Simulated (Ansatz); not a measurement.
# TiNi under changes of volume

One of the cells (13.403 Å³/atom); the others are scaled copies at fixed shape and fractional positions:

```
Ni Ti
1.0
     2.73580    0.00000    0.00000
     0.00000    2.73580    0.00000
     0.00000    0.00000    3.58141
Ni Ti
1 1
Direct
  0.00000 0.00000 0.00000
  0.50000 0.50000 0.50000
```

The cell comes from a database or a generator and needn't be the stable form of this composition.

```yaml
Program: Ansatz 0.2.0
Functional: PBEsol
Potentials_or_basis: all-electron LAPW, scalar-relativistic
Cutoff: 290 eV (chosen from the basis error)
Basis_error_allowed: 0.0005 eV/atom
k_mesh: 10 × 10 × 8
Occupations: fermi-dirac, width 0.05 eV
Spin: collinear spin, ferromagnetic start
Starting_moments: "[1.0, 1.0] μB"
```

```tsv
volume (Å³/atom)	energy over the lowest point (meV/atom)	pressure (GPa)
12.599	?	?
12.867	0.00	0.3
13.135	2.59	-3.2
13.403	10.64	-6.3
13.671	23.59	-9.0
13.939	40.94	-11.5
14.207	62.22	-13.7
```

Problem. What does the run at 12.599 Å³/atom give?

Solution. Energy over the lowest point 3.49 meV/atom; pressure 4.1 GPa.

Worked out: A Birch-Murnaghan fit of order 3 (a polynomial in V^(-2/3)) to the other rows has its minimum at 12.88 Å³/atom with B0 = V·E''(V) = 174 GPa and B' = 4.3 at fixed shape and positions, which overstates the stiffness. It gives 3.51 meV/atom at 12.599 Å³/atom, against the run's 3.49, and -dE/dV = 4.1 GPa, against 4.1.

Energies are extrapolated to zero smearing.

Caveats: the starting moments weren't kept.
